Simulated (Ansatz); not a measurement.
Here is an Ansatz 0.2.0 calculation.

File input.yaml:

```yaml
crystal:
  lattice:
    - [5.0803194, 0.0, 0.0]
    - [0.0, 5.16486745, 0.0]
    - [0.0, 0.0, 4.89088365]
  atoms:
    - { symbol: Hf, position: [0.22259082, 0.78179958, 0.27206794] }
    - { symbol: Hf, position: [0.72259082, 0.71820042, 0.72793206] }
    - { symbol: Hf, position: [0.77740918, 0.21820042, 0.27206794] }
    - { symbol: Hf, position: [0.27740918, 0.28179958, 0.72793206] }
    - { symbol: O, position: [0.18681532, 0.16364878, 0.10453462] }
    - { symbol: O, position: [0.68681532, 0.33635122, 0.89546538] }
    - { symbol: O, position: [0.81318468, 0.83635122, 0.10453462] }
    - { symbol: O, position: [0.31318468, 0.66364878, 0.89546538] }
    - { symbol: O, position: [0.0, 0.5, 0.48905445] }
    - { symbol: O, position: [0.5, 0.0, 0.51094555] }
    - { symbol: O, position: [0.0, 0.0, 0.57562499] }
    - { symbol: O, position: [0.5, 0.5, 0.42437501] }
hamiltonian:
  xc: pbe
  pseudopotentials: { kind: paw }
kpoints:
  mp_grid: { grid: [5, 5, 6] }
scf:
  occupations: { method: fermi_dirac, width: 0.05 }
basis:
  ecutwfc: "800 eV"
output:
  forces: true
  stress: true
  eigenvalues: true
  write_density: true
  write_potential: true
  elf: true
  volumetric_format: npy
```

Potentials or basis: Ansatz PAW.

Command:

```console
$ ansatz run input.yaml --threads 4 --pin off --max-ram 11264MiB --backend cpu --events-out ev --progress --plain --runs-dir out
```

Task: Estimate the band gap on the k mesh.

Result: 3.86 eV, direct.

Task: Predict the largest force.

Result: 0.186 eV/Å.

Task: Estimate the pressure.

Result: 9.9 GPa.

Forces on the atoms (eV/Å):
```
Hf   0.065 -0.062 -0.035
Hf   0.065  0.062  0.035
Hf  -0.065  0.062 -0.035
Hf  -0.065 -0.062  0.035
O    0.044  0.079  0.162
O    0.044 -0.079 -0.162
O   -0.044 -0.079  0.162
O   -0.044  0.079 -0.162
O    0.000  0.000 -0.003
O    0.000  0.000  0.003
O    0.000  0.000  0.171
O    0.000  0.000 -0.171
```

Caveat: odd divisions of the mesh miss points on the zone boundary, where band edges often lie, so the gap on the mesh can be too wide; spin-orbit coupling is left out, which moves the levels of the heavy elements. Expect the measured gap to be larger: semilocal functionals such as PBE lack the derivative discontinuity.
